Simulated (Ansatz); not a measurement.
## Cr (omega type) under strong compression

```
CELL_PARAMETERS angstrom
4.23315 0.00000 0.00000
-2.11657 3.66601 0.00000
0.00000 0.00000 2.29109
ATOMIC_POSITIONS crystal
Cr 0.00000 0.00000 0.00000
Cr 0.33333 0.66667 0.50000
Cr 0.66667 0.33333 0.50000
```

The cell comes from a relaxation on PAW files under the same functional, begun from a prototype that needn't be the stable phase.

Its volume is scaled, and at each volume shape and atoms are relaxed on PAW files; all methods then take that cell.

All numbers are PBE results (scalar-relativistic) from Ansatz 0.2.0, with a Γ-centred 10×10×14 k mesh, Fermi–Dirac smearing of 0.1 eV, spin-polarised from start moments Cr1 2, Cr2 2, Cr3 2 μB. Methods: LAPW: all electrons, basis error target 1 meV/atom; PAW: frozen-core files, cutoff 420 eV; crystal datasets: all electrons, by PAW datasets that the program makes for each cell; norm-conserving: pseudopotentials, cutoff 1279 eV; PAW (partial waves polarizable): frozen-core files, cutoff 420 eV.

Energies are extrapolated to zero smearing and count from the unscaled cell; pressure is positive in compression; gaps take the mesh and a band path. No temperature or zero-point motion is included.

Antiferromagnetic order, which Cr and Mn prefer near zero pressure, wasn't tried. The start moments died away, and the runs ended non-magnetic.

| V/V0 | V (Å³/atom) | P LAPW (GPa) | ΔE LAPW (eV/atom) | P PAW − LAPW (GPa) | ΔE PAW − LAPW (meV/atom) | space group | shortest distance (Å) |
| --- | --- | --- | --- | --- | --- | --- | --- |
| 1.00 | 11.85 | -0.07 | 0.000 | 0.08 | 0.0 | P6/mmm | 2.291 |
| 0.88 | 10.43 | ? | 0.152 | 0.10 | 0.7 | P6/mmm | 2.201 |
| 0.78 | 9.24 | 97.3 | 0.636 | 0.12 | 1.6 | P6/mmm | 2.120 |
| 0.58 | 6.87 | 378.5 | 3.753 | -1.69 | -4.6 | P6/mmm | ? |
| 0.43 | 5.10 | 990.1 | 10.809 | -14.40 | -73.6 | P6/mmm | 1.773 |

Problem. What belongs in the row "0.58", column "shortest distance (Å)"?

Solution. 1.944.

Problem. Fill in "P LAPW (GPa)" for the row "0.88".

Solution. 39.1.

Problem. Fit the Vinet equation to the LAPW pressures over the whole range, with residuals weighted by 1/(|P| + 0.03·Pmax).

Solution. V0 = 11.85 Å³/atom, B0 = 237 GPa and B0′ = 4.20, and the fit misses no point by more than 2.9 GPa. A fit over so wide a range pins B0 less well than one near rest.

Problem. From the table, what is the rise of the enthalpy H = E + pV up to the last row, and how stiff is the crystal between the last two rows?

Solution. ΔH = 10.809 eV + (990.1 GPa × 5.10 Å³ + 0.07 GPa × 11.85 Å³) × 0.006242 eV/(GPa·Å³) = 42.31 eV/atom, of which pV makes 74 %. The mean bulk modulus there is −ΔP/Δln V = 2040 GPa.

Problem. At the smallest volume, how far do crystal datasets and norm-conserving and PAW (partial waves polarizable) lie from LAPW in pressure?

Solution. crystal datasets: -0.01 GPa; norm-conserving: -9.77 GPa; PAW (partial waves polarizable): -14.48 GPa, on a LAPW pressure of 990.1 GPa.

Problem. How do the Löwdin populations by LAPW change from the unscaled cell to the last row?

Solution. Cr 3s 1.95 → 1.86, Cr 4s 0.76 → 0.38, Cr 3p 5.99 → 5.93, Cr 3d 5.23 → 5.80 electrons an atom. These are projections on the shells that the free atoms fill; 0.23 e a cell lies outside them at the start and 0.11 e at the end.
